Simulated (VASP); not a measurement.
# C (P6_3/mmc) in VASP: notebook

Runs on C. Level: PBE+D3(BJ). Tasks: relaxation of cell and atoms, vibrations by finite differences.

Program: VASP 6.6.1. These are calculated values, not measurements. Logs are shortened: lines on timing, memory, paths and dates and some standing lists are left out, and cuts for length are marked.

## 1. Starting point

It takes space group P6_3/mmc (No. 194, hexagonal). The conventional cell has a = 2.456 Å, b = 2.456 Å, c = 6.696 Å, α = 90.00°, β = 90.00°, γ = 120.00°. C (site symmetry -6m2) is surrounded by 3 C at 1.42 Å. Around C (site symmetry -6m2) lie 3 C at 1.42 Å.

## 2. Relaxation of cell and atoms, PBE+D3(BJ)

The input, INCAR:

```
  PREC = Accurate
  ENCUT = 520
  EDIFF = 1E-7
  ISMEAR = 0
  SIGMA = 0.02
  LREAL = False
  LASPH = True
  NELM = 60
  ALGO = Normal
  ISIF = 3
  LWAVE = False
  LCHARG = False
  GGA = PE
  IVDW = 12
  IBRION = 2
  NSW = 80
  EDIFFG = -0.002
  KPAR = 4
```

The input, KPOINTS:

```
Automatic mesh
0
Gamma
  9 9 4
```

The input, POSCAR:

```
C
1.0
    2.4560000000      0.0000000000      0.0000000000
   -1.2280000000      2.1269583900      0.0000000000
    0.0000000000      0.0000000000      6.6960000000
C
4
Direct
    0.0000000000      0.0000000000      0.7500000000
    0.0000000000      0.0000000000      0.2500000000
    0.3333333300      0.6666666700      0.7500000000
    0.6666666700      0.3333333300      0.2500000000
```

Potentials or basis: VASP PAW PBE potentials, release 64 (C).

Started as:

```
$ cat potpaw_PBE.64/C/POTCAR > POTCAR
$ mpirun -np 4 vasp_std > vasp.out
```

OUTCAR:

```text
PREC = Accurate
   ENCUT = 520
   EDIFF = 1E-7
   ISMEAR = 0
   LREAL = False
   LASPH = True
   NELM = 60
   ISIF = 3
   GGA = PE
   IVDW = 12
   IBRION = 2
   NSW = 80
   EDIFFG = -0.002
 IVDW          = 12

 ion  position               nearest neighbor table
   1  0.000  0.000  0.750-   3 1.42   3 1.42   3 1.42
   2  0.000  0.000  0.250-   4 1.42   4 1.42   4 1.42
   3  0.333  0.667  0.750-   1 1.42   1 1.42   1 1.42
   4  0.667  0.333  0.250-   2 1.42   2 1.42   2 1.42

  LATTYP: Found a hexagonal cell.
 ALAT       =     2.4560000000
 C/A-ratio  =     2.7263843648

  Lattice vectors:

 A1 = (   2.4560000000,   0.0000000000,   0.0000000000)
 A2 = (  -1.2280000000,   2.1269583900,   0.0000000000)
 A3 = (   0.0000000000,   0.0000000000,   6.6960000000)

Analysis of symmetry for initial positions (statically):
=====================================================================
 Subroutine PRICEL returns:
 Original cell was already a primitive cell.

 Routine SETGRP: Setting up the symmetry group for a
 hexagonal supercell.

 Subroutine GETGRP returns: Found 24 space group operations
 (whereof 12 operations were pure point group operations)
 out of a pool of 24 trial point group operations.

The static configuration has the point symmetry D_3d.
 The point group associated with its full space group is D_6h.

Analysis of symmetry for dynamics (positions and initial velocities):
=====================================================================
 Subroutine PRICEL returns:
 Original cell was already a primitive cell.

 Routine SETGRP: Setting up the symmetry group for a
 hexagonal supercell.

 Subroutine GETGRP returns: Found 24 space group operations
 (whereof 12 operations were pure point group operations)
 out of a pool of 24 trial point group operations.

The dynamic configuration has the point symmetry D_3d.
 The point group associated with its full space group is D_6h.

 Subroutine INISYM returns: Found 24 space group operations
 (whereof 12 operations are pure point group operations),
 and found     1 'primitive' translations

----------------------------------------------------------------------------------------

                                     Primitive cell

  volume of cell :      34.9786

  direct lattice vectors                    reciprocal lattice vectors
     2.456000000  0.000000000  0.000000000     0.407166124  0.235077471  0.000000000
    -1.228000000  2.126958390  0.000000000     0.000000000  0.470154943  0.000000000
     0.000000000  0.000000000  6.696000000     0.000000000  0.000000000  0.149342891

  length of vectors
     2.456000000  2.455999999  6.696000000     0.470154942  0.470154943  0.149342891

  position of ions in fractional coordinates (direct lattice)
     0.000000000  0.000000000  0.750000000
     0.000000000  0.000000000  0.250000000
     0.333333330  0.666666670  0.750000000
     0.666666670  0.333333330  0.250000000

  ion indices of the primitive-cell ions
   primitive index   ion index
                 1           1
                 2           2
                 3           3
                 4           4

----------------------------------------------------------------------------------------

 KPOINTS: Automatic mesh

Automatic generation of k-mesh.
 Grid dimensions read from file:
 generate k-points for:    9    9    4

 Generating k-lattice:

  Cartesian coordinates                     Fractional coordinates (reciprocal lattice)
     0.045240680  0.026119719  0.000000000     0.111111111  0.000000000  0.000000000
     0.000000000  0.052239438  0.000000000     0.000000000  0.111111111  0.000000000
     0.000000000  0.000000000  0.037335723     0.000000000  0.000000000  0.250000000

  Length of vectors
     0.052239438  0.052239438  0.037335723

  Shift w.r.t. Gamma in fractional coordinates (k-lattice)
     0.000000000  0.000000000  0.000000000

 Subroutine IBZKPT returns following result:
 ===========================================

 Found     36 irreducible k-points:

 Following reciprocal coordinates:
            Coordinates               Weight
  0.000000  0.000000  0.000000      1.000000
  0.111111  0.000000  0.000000      6.000000
  0.222222  0.000000  0.000000      6.000000
  0.333333  0.000000  0.000000      6.000000
  0.444444  0.000000  0.000000      6.000000
  0.111111  0.111111  0.000000      6.000000
[... 16 lines left out ...]
  0.333333  0.222222  0.250000     24.000000
  0.333333  0.333333  0.250000      4.000000
 [... further k-points ...]
   k-points           NKPTS =     36   k-points in BZ     NKDIM =     36   number of bands    NBANDS=     12
   number of dos      NEDOS =    301   number of ions     NIONS =      4
   total plane-waves  NPLWV =  16200
   dimension x,y,z NGX =    18 NGY =   18 NGZ =   50
   dimension x,y,z NGXF=    36 NGYF=   36 NGZF=  100
   ions per type =               4
   NGX,Y,Z   is equivalent  to a cutoff of  12.18, 12.18, 12.41 a.u.
   NGXF,Y,Z  is equivalent  to a cutoff of  24.37, 24.37, 24.83 a.u.
 SYSTEM =  unknown system
   PREC   = accura    normal or accurate (medium, high low for compatibility)
   ISTART =      0    job   : 0-new  1-cont  2-samecut
   ICHARG =      2    charge: 1-file 2-atom 10-const
   ISPIN  =      1    spin polarized calculation?
   LNONCOLLINEAR =      F non collinear calculations
   LSORBIT =      F    spin-orbit coupling
   LASPH  =      T    aspherical Exc in radial PAW
   ENCUT  =  520.0 eV  38.22 Ry    6.18 a.u.   4.57  4.57 12.45*2*pi/ulx,y,z
   NELM   =     60;   NELMIN=  2; NELMDL= -5     # of ELM steps
   EDIFF  = 0.1E-06   stopping-criterion for ELM
   LREAL  =      F    real-space projection
   EDIFFG = -.2E-02   stopping-criterion for IOM
   NSW    =     80    number of steps for IOM
   IBRION =      2    ionic relax: 0-MD 1-quasi-New 2-CG
   NFREE  =      1    steps in history (QN), initial steepest desc. (CG)
   ISIF   =      3    stress and relaxation
   ISYM   =      2    0-nonsym 1-usesym 2-fastsym
   POTIM  = 0.5000    time-step for ionic-motion
   TEBEG  =    0.0;   TEEND  =   0.0 temperature during run
   PSTRESS=    0.0 pullay stress
   NELECT =      16.0000    total number of electrons
   NUPDOWN=      -1.0000    fix difference up-down
   EMIN   =  10.00;   EMAX   =-10.00  energy-range for DOS
   EFERMI =   0.00;   METHOD = LEGACY
   ISMEAR =     0;   SIGMA  =   0.02  broadening in eV -4-tet -1-fermi 0-gaus
   EFERMI_NEDOS =   21; number of points for ismear=-14 and -15
   IALGO  =     38    algorithm
   IMIX   =      4    mixing-type and parameters
     AMIX     =   0.40;   BMIX     =  1.00
     AMIX_MAG =   1.60;   BMIX_MAG =  1.00
  volume/ion in A,a.u.               =       8.74        59.01
  Fermi-wavevector in a.u.,A,eV,Ry     =   1.261384  2.383670 21.648079  1.591089
  Thomas-Fermi vector in A             =   2.394846
   LORBIT       =      0    0 simple, 1 ext, 2 COOP (PROOUT), +10 PAW based schemes
   GGA     = PE    functional components
   LHFCALC =     F    Hartree Fock is set to
   AEXX    =    0.0000 exact exchange contribution
   IVDW    =    12    specifies the selected vdW correction
   LEPSILON=     F    determine dielectric tensor
   LRPA    =     F    only Hartree local field effects (RPA)
 conjugate gradient relaxation of ions
 non-spin polarized calculation
 Gauss-broadening in eV      SIGMA  =   0.02
  energy-cutoff  :      520.00
  volume of cell :       34.98
 maximum number of plane-waves:       979
   NGX =  9   NGY =  9   NGZ = 25

--------------------------------------- Ionic step        1  -------------------------------------------

 number of electron      15.9999994 magnetization

 Free energy of the ion-electron system (eV)
  ---------------------------------------------------
  ext. energy  EPLUGINS =         0.00000000
  ---------------------------------------------------
  free energy    TOTEN  =       -36.81684481 eV

  energy without entropy =      -36.81629111  energy(sigma->0) =      -36.81656796

------------------------ aborting loop because EDIFF is reached ----------------------------------------

 Edisp (eV)   -0.62732

 E8    (eV) :    -0.1778

  FORCE on cell =-STRESS in cart. coord.  units (eV):
  Direction    XX          YY          ZZ          XY          YZ          ZX
  --------------------------------------------------------------------------------------
  -------------------------------------------------------------------------------------
  Total       1.26147     1.26147    -0.01435    -0.00000    -0.00000     0.00000
  in kB      57.78108    57.78108    -0.65712    -0.00000    -0.00000     0.00000
  external pressure =       38.30 kB  Pullay stress =        0.00 kB
[... 233 lines left out ...]
  energy  without entropy=      -37.4490371034  energy(sigma->0) =      -37.44931239

--------------------------------------- Ionic step        7  -------------------------------------------

 number of electron      15.9999994 magnetization

 Free energy of the ion-electron system (eV)
  ---------------------------------------------------
  ext. energy  EPLUGINS =         0.00000000
  ---------------------------------------------------
  free energy    TOTEN  =       -36.82262999 eV

  energy without entropy =      -36.82207945  energy(sigma->0) =      -36.82235472

 E-fermi :   4.6797     XC(G=0): -10.3360

 val. band max:        4.6786677066   @ k =   0.3333   0.3333   0.5000
 cond. band min:       4.6799939995   @ k =   0.3333   0.3333   0.2500
 fundamental gap:      0.0013262929
 Fermi energy:         4.6796769385

 k-point     1 :       0.0000    0.0000    0.0000
  band No.  band energies     occupation
      1     -14.9535      2.00000
      2     -14.6477      2.00000
      3      -3.8247      2.00000
      4      -1.8336      2.00000
      5       1.6676      2.00000
      6       1.6676      2.00000
      7       1.6865      2.00000
      8       1.6865      2.00000
      9       8.9993      0.00000
     10      12.9950      0.00000
     11      12.9962      0.00000
     12      13.0479      0.00000
[... 331 lines left out ...]
 k-point    24 :       0.3333    0.3333    0.2500
  band No.  band energies     occupation
      1      -7.9515      2.00000
      2      -7.8789      2.00000
      3      -7.8789      2.00000
      4      -7.8143      2.00000
      5      -5.8339      2.00000
      6      -5.8339      2.00000
      7       4.2205      2.00000
      8       4.6800      0.98211
      9       4.6800      0.98211
     10       5.1841      0.00000
     11      15.2171      0.00000
     12      15.2171      0.00000

 [... further k-points ...]

------------------------ aborting loop because EDIFF is reached ----------------------------------------

 Edisp (eV)   -0.62696

 E8    (eV) :    -0.1777

  FORCE on cell =-STRESS in cart. coord.  units (eV):
  Direction    XX          YY          ZZ          XY          YZ          ZX
  --------------------------------------------------------------------------------------
  -------------------------------------------------------------------------------------
  Total       0.00749     0.00749    -0.00744    -0.00000    -0.00000     0.00000
  in kB       0.34024     0.34024    -0.33784    -0.00000    -0.00000     0.00000
  external pressure =        0.11 kB  Pullay stress =        0.00 kB
[... 19 lines left out ...]
  FREE ENERGIE OF THE ION-ELECTRON SYSTEM (eV)
  ---------------------------------------------------
  free  energy   TOTEN  =       -37.4495878833 eV

  energy  without entropy=      -37.4490373346  energy(sigma->0) =      -37.44931261

 reached required accuracy - stopping structural energy minimisation
```

Wall time 27 s (4 MPI ranks of AMD EPYC 7R43 (Zen 3), shared host); peak memory 0.13 GiB.

What came out:

```
Free energy                            : -37.4496 eV
Relaxed volume                         : 8.82 Å³/atom
Relaxed cell                           : a = 2.467 Å, b = 2.467 Å, c = 6.695 Å, α = 90.00°, β = 90.00°, γ = 120.00°
Space group after relaxing (to 0.05 Å) : P6_3/mmc (No. 194)
Energy gained by relaxing              : 1.4 meV/atom
Ionic steps                            : 7
Pressure after relaxing                : 0.0 GPa
Band gap on the k mesh                 : none (metal or under the smearing width)
Dispersion energy per atom             : -0.157 eV
```

The path:
```
step  energy change (eV)  largest force (eV/Å)  pressure (GPa)  volume (Å³)
   1              0.0000                0.0000            3.83        34.98
   2              0.0275                0.0000           -8.92        36.04
   3             -0.0054                0.0000           -0.05        35.28
   4             -0.0054                0.0000            0.02        35.28
   5             -0.0054                0.0000            0.02        35.28
   6             -0.0054                0.0000            0.02        35.27
   7             -0.0054                0.0000            0.01        35.27
```

Final structure:
```xyz
4
Lattice="2.4666 0.0000 0.0000 -1.2333 2.1361 0.0000 0.0000 0.0000 6.6946" Properties=species:S:1:pos:R:3 pbc="T T T"
C     0.0000    0.0000    5.0209
C     0.0000    0.0000    1.6736
C     0.0000    1.4241    5.0209
C     1.2333    0.7120    1.6736
```

Zero-point motion and thermal expansion aren't in these numbers.

(Continued in part 2 of 2.)
